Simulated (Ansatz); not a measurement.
In:

```xyz
1
Lattice="-1.8825 1.8825 1.8825 1.8825 -1.8825 1.8825 1.8825 1.8825 -1.8825" Properties=species:S:1:pos:R:3 pbc="T T T"
In    0.0000    0.0000    0.0000
```

This isn't the form of In at room conditions, which is tetragonal.

```yaml
Program: Ansatz 0.2.0
Task: relaxation of cell and atoms
Functional: r2SCAN
Dispersion: D3(BJ)
Potentials_or_basis: Ansatz PAW
Cutoff: 500 eV
Density_cutoff: 2000 eV
k_mesh: 10 × 10 × 10
Occupations: fermi-dirac, width 0.1 eV
Spin: collinear spin, random start
Starting_moments: "[-0.43] μB"
```

At the start: volume 26.69 Å³/atom.

How do energy, volume and symmetry change on relaxing?

Over 4 steps the energy falls by 2.6 meV/atom and the volume is 25.96 Å³/atom (-2.7 %); space group Im-3m (No. 229, to 0.05 Å); moment 0.00 μB per cell.

The path:
```tsv
step	energy change (eV)	largest force (eV/Å)	volume (Å³)
1	0.0000	0.0000	26.69
2	-0.0026	0.0000	26.06
3	-0.0027	0.0000	25.96
4	-0.0026	0.0000	25.96
```

Final structure:
```xyz
1
Lattice="-1.8652 1.8652 1.8652 1.8652 -1.8652 1.8652 1.8652 1.8652 -1.8652" Properties=species:S:1:pos:R:3 pbc="T T T"
In    0.0000    0.0000    0.0000
```

Caveat: the PAW data sets were made with another functional, which shifts forces and pressure a little; pairwise dispersion overbinds metals, which lowers pressure and volume; the dispersion damping was fitted for another functional or another form of the correction; the starting moments weren't kept.
